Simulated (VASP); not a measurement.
# Ni (Fm-3m) in VASP: band structure with PBE

Aim: the band structure of Ni with PBE.

Program: VASP 6.6.1. These are calculated values, not measurements. Logs are shortened: lines on timing, memory, paths and dates and some standing lists are left out, and cuts for length are marked.

### Step 1. The structure

Symmetry: Fm-3m, No. 225, cubic system. Conventional cell: a = 3.518 Å, b = 3.518 Å, c = 3.518 Å, α = 90.00°, β = 90.00°, γ = 90.00°. Ni (site symmetry m-3m) has 12 Ni at 2.49 Å as nearest neighbours.

### Step 2. Band structure, PBE, collinear spin, ferromagnetic start

Input file INCAR:

```
PREC = Accurate ; ENCUT = 520
EDIFF = 1E-7 ; ISMEAR = 1
SIGMA = 0.2 ; LREAL = F
LASPH = T ; NELM = 120
ALGO = Normal ; ISIF = 2
LWAVE = F ; LCHARG = F
ISPIN = 2 ; MAGMOM = 0.8
LORBIT = 11 ; LMAXMIX = 4
GGA = PE ; NBANDS = 15
```

Input file KPOINTS:

```
Automatic mesh
0
Gamma
  20 20 20
```

Input file POSCAR:

```
Ni                                      
1.0
    0.0000000000      1.7589157082      1.7589157082
    1.7589157082      0.0000000000      1.7589157082
    1.7589157082      1.7589157082      0.0000000000
  Ni            
     1
Direct
     0.0000000000000000    0.0000000000000000    0.0000000000000000
```

Input file KPOINTS_OPT:

```
path GXWKGLUWLK,UX
10
line-mode
reciprocal
 0.0000000000  0.0000000000  0.0000000000  G
 0.5000000000  0.0000000000  0.5000000000  X

 0.5000000000  0.0000000000  0.5000000000  X
 0.5000000000  0.2500000000  0.7500000000  W

 0.5000000000  0.2500000000  0.7500000000  W
 0.3750000000  0.3750000000  0.7500000000  K

 0.3750000000  0.3750000000  0.7500000000  K
 0.0000000000  0.0000000000  0.0000000000  G

 0.0000000000  0.0000000000  0.0000000000  G
 0.5000000000  0.5000000000  0.5000000000  L

 0.5000000000  0.5000000000  0.5000000000  L
 0.6250000000  0.2500000000  0.6250000000  U

 0.6250000000  0.2500000000  0.6250000000  U
 0.5000000000  0.2500000000  0.7500000000  W

 0.5000000000  0.2500000000  0.7500000000  W
 0.5000000000  0.5000000000  0.5000000000  L

 0.5000000000  0.5000000000  0.5000000000  L
 0.3750000000  0.3750000000  0.7500000000  K

 0.6250000000  0.2500000000  0.6250000000  U
 0.5000000000  0.0000000000  0.5000000000  X
```

Potentials or basis: VASP PAW PBE potentials, release 64 (Ni).

Run with:

```console
$ cat potpaw_PBE.64/Ni/POTCAR > POTCAR
$ mpirun -np 1 vasp_std > vasp.out
```

OUTCAR:

```text
PREC = Accurate
   ENCUT = 520
   EDIFF = 1E-7
   ISMEAR = 1
   LREAL = F
   LASPH = T
   NELM = 120
   ISIF = 2
   ISPIN = 2
   LORBIT = 11
   GGA = PE

 ion  position               nearest neighbor table
   1  0.000  0.000  0.000-

  LATTYP: Found a face centered cubic cell.
 ALAT       =     3.5178314164

  Lattice vectors:

 A1 = (   0.0000000000,   1.7589157082,   1.7589157082)
 A2 = (   1.7589157082,   0.0000000000,   1.7589157082)
 A3 = (   1.7589157082,   1.7589157082,   0.0000000000)

Analysis of symmetry for initial positions (statically):
=====================================================================
 Subroutine PRICEL returns:
 Original cell was already a primitive cell.

 Routine SETGRP: Setting up the symmetry group for a
 face centered cubic supercell.

 Subroutine GETGRP returns: Found 48 space group operations
 (whereof 48 operations were pure point group operations)
 out of a pool of 48 trial point group operations.

The static configuration has the point symmetry O_h .

Analysis of symmetry for dynamics (positions and initial velocities):
=====================================================================
 Subroutine PRICEL returns:
 Original cell was already a primitive cell.

 Routine SETGRP: Setting up the symmetry group for a
 face centered cubic supercell.

 Subroutine GETGRP returns: Found 48 space group operations
 (whereof 48 operations were pure point group operations)
 out of a pool of 48 trial point group operations.

The dynamic configuration has the point symmetry O_h .

Analysis of structural, dynamic, and magnetic symmetry:
=====================================================================
 Subroutine PRICEL returns:
 Original cell was already a primitive cell.

 Routine SETGRP: Setting up the symmetry group for a
 face centered cubic supercell.

 Subroutine GETGRP returns: Found 48 space group operations
 (whereof 48 operations were pure point group operations)
 out of a pool of 48 trial point group operations.

The overall configuration has the point symmetry O_h .

 Subroutine INISYM returns: Found 48 space group operations
 (whereof 48 operations are pure point group operations),
 and found     1 'primitive' translations

----------------------------------------------------------------------------------------

                                     Primitive cell

  volume of cell :      10.8834

  direct lattice vectors                    reciprocal lattice vectors
     0.000000000  1.758915708  1.758915708    -0.284266038  0.284266038  0.284266038
     1.758915708  0.000000000  1.758915708     0.284266038 -0.284266038  0.284266038
     1.758915708  1.758915708  0.000000000     0.284266038  0.284266038 -0.284266038

  length of vectors
     2.487482450  2.487482450  2.487482450     0.492363221  0.492363221  0.492363221

  position of ions in fractional coordinates (direct lattice)
     0.000000000  0.000000000  0.000000000

  ion indices of the primitive-cell ions
   primitive index   ion index
                 1           1

----------------------------------------------------------------------------------------

 KPOINTS: Automatic mesh

Automatic generation of k-mesh.
 Grid dimensions read from file:
 generate k-points for:   20   20   20

 Generating k-lattice:

  Cartesian coordinates                     Fractional coordinates (reciprocal lattice)
    -0.014213302  0.014213302  0.014213302     0.050000000  0.000000000  0.000000000
     0.014213302 -0.014213302  0.014213302     0.000000000  0.050000000  0.000000000
     0.014213302  0.014213302 -0.014213302     0.000000000  0.000000000  0.050000000

  Length of vectors
     0.024618161  0.024618161  0.024618161

  Shift w.r.t. Gamma in fractional coordinates (k-lattice)
     0.000000000  0.000000000  0.000000000

 Subroutine IBZKPT returns following result:
 ===========================================

 Found    256 irreducible k-points:

 Following reciprocal coordinates:
            Coordinates               Weight
  0.000000  0.000000  0.000000      1.000000
  0.050000  0.000000  0.000000      8.000000
  0.100000  0.000000  0.000000      8.000000
  0.150000  0.000000  0.000000      8.000000
  0.200000  0.000000  0.000000      8.000000
  0.250000  0.000000  0.000000      8.000000
[... 16 lines left out ...]
 -0.400000  0.050000  0.000000     24.000000
 -0.350000  0.050000  0.000000     24.000000
 [... further k-points ...]
   k-points           NKPTS =    256   k-points in BZ     NKDIM =    256   number of bands    NBANDS=     15
   number of dos      NEDOS =    301   number of ions     NIONS =      1
   total plane-waves  NPLWV =   8000
   dimension x,y,z NGX =    20 NGY =   20 NGZ =   20
   dimension x,y,z NGXF=    40 NGYF=   40 NGZF=   40
   ions per type =               1
   NGX,Y,Z   is equivalent  to a cutoff of  13.37, 13.37, 13.37 a.u.
   NGXF,Y,Z  is equivalent  to a cutoff of  26.73, 26.73, 26.73 a.u.
 SYSTEM =  unknown system
   PREC   = accura    normal or accurate (medium, high low for compatibility)
   ISTART =      0    job   : 0-new  1-cont  2-samecut
   ICHARG =      2    charge: 1-file 2-atom 10-const
   ISPIN  =      2    spin polarized calculation?
   LNONCOLLINEAR =      F non collinear calculations
   LSORBIT =      F    spin-orbit coupling
   LASPH  =      T    aspherical Exc in radial PAW
   ENCUT  =  520.0 eV  38.22 Ry    6.18 a.u.   4.63  4.63  4.63*2*pi/ulx,y,z
   NELM   =    120;   NELMIN=  2; NELMDL= -5     # of ELM steps
   EDIFF  = 0.1E-06   stopping-criterion for ELM
   LREAL  =      F    real-space projection
   EDIFFG = 0.1E-05   stopping-criterion for IOM
   NSW    =      0    number of steps for IOM
   IBRION =     -1    ionic relax: 0-MD 1-quasi-New 2-CG
   NFREE  =      0    steps in history (QN), initial steepest desc. (CG)
   ISIF   =      2    stress and relaxation
   ISYM   =      2    0-nonsym 1-usesym 2-fastsym
   POTIM  = 0.5000    time-step for ionic-motion
   TEBEG  =    0.0;   TEEND  =   0.0 temperature during run
   PSTRESS=    0.0 pullay stress
   NELECT =      10.0000    total number of electrons
   NUPDOWN=      -1.0000    fix difference up-down
   EMIN   =  10.00;   EMAX   =-10.00  energy-range for DOS
   EFERMI =   0.00;   METHOD = LEGACY
   ISMEAR =     1;   SIGMA  =   0.20  broadening in eV -4-tet -1-fermi 0-gaus
   EFERMI_NEDOS =   21; number of points for ismear=-14 and -15
   IALGO  =     38    algorithm
   IMIX   =      4    mixing-type and parameters
     AMIX     =   0.40;   BMIX     =  1.00
     AMIX_MAG =   1.60;   BMIX_MAG =  1.00
  volume/ion in A,a.u.               =      10.88        73.44
  Fermi-wavevector in a.u.,A,eV,Ry     =   1.591548  3.007590 34.463908  2.533026
  Thomas-Fermi vector in A             =   2.690071
   LORBIT       =     11    0 simple, 1 ext, 2 COOP (PROOUT), +10 PAW based schemes
   GGA     = PE    functional components
   LHFCALC =     F    Hartree Fock is set to
   AEXX    =    0.0000 exact exchange contribution
   IVDW    =     0    specifies the selected vdW correction
   LEPSILON=     F    determine dielectric tensor
   LRPA    =     F    only Hartree local field effects (RPA)
 spin polarized calculation
 Methfessel and Paxton  Order N= 1 SIGMA  =   0.20
  energy-cutoff  :      520.00
  volume of cell :       10.88
 maximum number of plane-waves:       305
   NGX =  9   NGY =  9   NGZ =  9

 number of electron      10.0000009 magnetization       0.6294381

 Free energy of the ion-electron system (eV)
  ---------------------------------------------------
  ext. energy  EPLUGINS =         0.00000000
  ---------------------------------------------------
  free energy    TOTEN  =        -5.47113502 eV

  energy without entropy =       -5.46963150  energy(sigma->0) =       -5.47063385

 E-fermi :   9.3706     XC(G=0): -13.2537

 val. band max:        9.3705947567   @ k =   0.3500   0.2500   0.0500
 cond. band min:       9.3724228946   @ k =  -0.4500   0.5000   0.0500
 fundamental gap:      0.0018281380
 Fermi energy:         9.3706367183

 spin component 1

 k-point     1 :       0.0000    0.0000    0.0000
  band No.  band energies     occupation
      1       0.3645      1.00000
      2       6.9327      1.00000
      3       6.9327      1.00000
      4       6.9327      1.00000
      5       8.1133      1.00000
      6       8.1133      1.00000
      7      33.0938      0.00000
      8      36.9520      0.00000
      9      36.9520      0.00000
     10      36.9520      0.00000
     11      39.8871      0.00000
     12      39.8871      0.00000
     13      39.8871      0.00000
     14      42.8551      0.00000
     15      49.1471      0.00000
[... 397 lines left out ...]
 k-point    24 :      -0.3500    0.0500    0.0000
  band No.  band energies     occupation
      1       4.1903      1.00000
      2       7.0216      1.00000
      3       7.0765      1.00000
      4       7.1973      1.00000
      5       8.4416      1.00000
      6       8.7914      1.00016
      7      18.5095      0.00000
      8      31.0537      0.00000
      9      33.4193      0.00000
     10      35.2809      0.00000
     11      37.2613      0.00000
     12      39.1000      0.00000
     13      43.3220      0.00000
     14      50.0006      0.00000
     15      51.5828      0.00000

 [... further k-points ...]

 spin component 2

 k-point     1 :       0.0000    0.0000    0.0000
  band No.  band energies     occupation
      1       0.3283      1.00000
      2       7.6934      1.00000
      3       7.6934      1.00000
      4       7.6934      1.00000
      5       8.6987      1.00001
      6       8.6987      1.00001
      7      32.9291      0.00000
      8      36.9312      0.00000
      9      36.9312      0.00000
     10      36.9312      0.00000
     11      39.9884      0.00000
     12      39.9884      0.00000
     13      39.9884      0.00000
     14      42.7310      0.00000
     15      49.3465      0.00000
[... 397 lines left out ...]
 k-point    24 :      -0.3500    0.0500    0.0000
  band No.  band energies     occupation
      1       4.4063      1.00000
      2       7.5603      1.00000
      3       7.6701      1.00000
      4       7.7111      1.00000
      5       9.1752      1.02261
      6       9.4882      0.08562
      7      18.7545      0.00000
      8      31.0200      0.00000
      9      33.4180      0.00000
     10      35.3848      0.00000
     11      37.2889      0.00000
     12      39.1187      0.00000
     13      43.3844      0.00000
     14      50.0728      0.00000
     15      51.8020      0.00000

 [... further k-points ...]
[... 5 lines left out ...]
  --------------------------------------------------------------------------------------
  -------------------------------------------------------------------------------------
  Total       -0.0006116     -0.0006116     -0.0006116     -0.0000000      0.0000000     -0.0000000
  in kB       -0.0900355     -0.0900355     -0.0900355     -0.0000000      0.0000000     -0.0000000
  external PRESSURE =      -0.0900355 kB  Pullay stress =       0.0000000 kB

 VOLUME and BASIS-vectors are now :
 -----------------------------------------------------------------------------
  energy-cutoff  :      520.00
  volume of cell :       10.88
      direct lattice vectors                 reciprocal lattice vectors
     0.000000000  1.758915708  1.758915708    -0.284266038  0.284266038  0.284266038
     1.758915708  0.000000000  1.758915708     0.284266038 -0.284266038  0.284266038
     1.758915708  1.758915708  0.000000000     0.284266038  0.284266038 -0.284266038

 POSITION                                       TOTAL-FORCE (eV/Angst)
 -----------------------------------------------------------------------------------
      0.00000      0.00000      0.00000        -0.000000      0.000000      0.000000
 -----------------------------------------------------------------------------------
    total drift:                                0.000000      0.000000      0.000000

  FREE ENERGIE OF THE ION-ELECTRON SYSTEM (eV)
  ---------------------------------------------------
  free  energy   TOTEN  =        -5.4711350178 eV

  energy  without entropy=       -5.4696315016  energy(sigma->0) =       -5.47063385

 total charge

# of ion       s       p       d       tot
------------------------------------------
    1        0.498   0.498   8.314   9.309

 magnetization (x)

# of ion       s       p       d       tot
------------------------------------------
    1       -0.007  -0.025   0.674   0.642
```

It took 89 s on 1 thread of Intel Xeon Platinum 8488C (Sapphire Rapids), shared host; peak memory 0.22 GiB.

Results:

* Free energy: -5.4711 eV
* Pressure: 0.0 GPa
* Band gap along the path: none (metal or under the smearing width)
* Net moment: 0.63 μB per cell
* Site moments: Ni +0.64 μB
* Valence electrons inside the program's atomic spheres: Ni 9.31
